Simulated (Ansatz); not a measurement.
The system is GaSb.

```
Sb Ga
1.0
     0.00000    3.05900    3.05900
     3.05900    0.00000    3.05900
     3.05900    3.05900    0.00000
Sb Ga
1 1
Direct
  0.75000 0.75000 0.75000
  0.00000 0.00000 0.00000
```

Base run:

```yaml
Program: Ansatz 0.2.0
Functional: PBE
Potentials_or_basis: Ansatz PAW
Cutoff: "420 eV (not typed: the program's choice for these potentials)"
k_mesh: 8 × 8 × 8
Occupations: fermi-dirac, width 0.05 eV
Spin: no spin polarisation
```

Its results: band gap on the k mesh none (metal or under the smearing width); pressure 2.3 GPa.

Q: After a change of settings the same cell gave: band gap on the k mesh none (metal or under the smearing width); pressure 5.3 GPa. Which change was it?
A. functional from PBE to BLYP
B. potentials or basis from Ansatz PAW to PseudoDojo stringent (PBE files); cutoff from 420 eV (not typed: the program's choice for these potentials) to 1551 eV; valence electrons from 28 to 44
C. k mesh from 8 × 8 × 8 to 4 × 4 × 4

A: A.

BLYP binds less tightly than PBE, so the same cell stands under more pressure.

Caveats: this crystal is a semiconductor, whose small gap the functional closes, so the metal is an error of the method; spin-orbit coupling is left out, which moves the levels of the heavy elements (some runs); the PAW data sets come from PBE, with cores solved anew for the run's functional, which leaves a small shift of forces and pressure (some runs).
